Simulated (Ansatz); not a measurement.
# All-electron card of Rh

```
Rh
1.0
     2.53606    0.00000    0.00000
     0.00000    2.53606    0.00000
     0.00000    0.00000    2.53606
Rh
1
Direct
  0.00000 0.00000 0.00000
```

The cell was built from the sc type and relaxed in the same program, and has space group Pm-3m; it needn't be a known or the stable phase.

Spin polarisation is left out, and whether a magnetic state lies lower isn't shown here.

Theory: DFT, PBE, all-electron LAPW, scalar-relativistic (Ansatz 0.2.0).

Sampling and basis: a Γ-centred 14×14×14 k mesh, Fermi–Dirac smearing of 0.08 eV, basis error target 0.5 meV/atom, no spin polarisation.

* Band gap: none: with an odd electron count and no spin polarisation the bands can't all be full, a metal in this set-up (spin order or a larger cell could open a gap)
* Density of states at the Fermi level (0.2 eV bin): 1.88 states/eV per cell
* Volume per atom: 16.31 Å³
* Pressure at this cell: -0.04 GPa
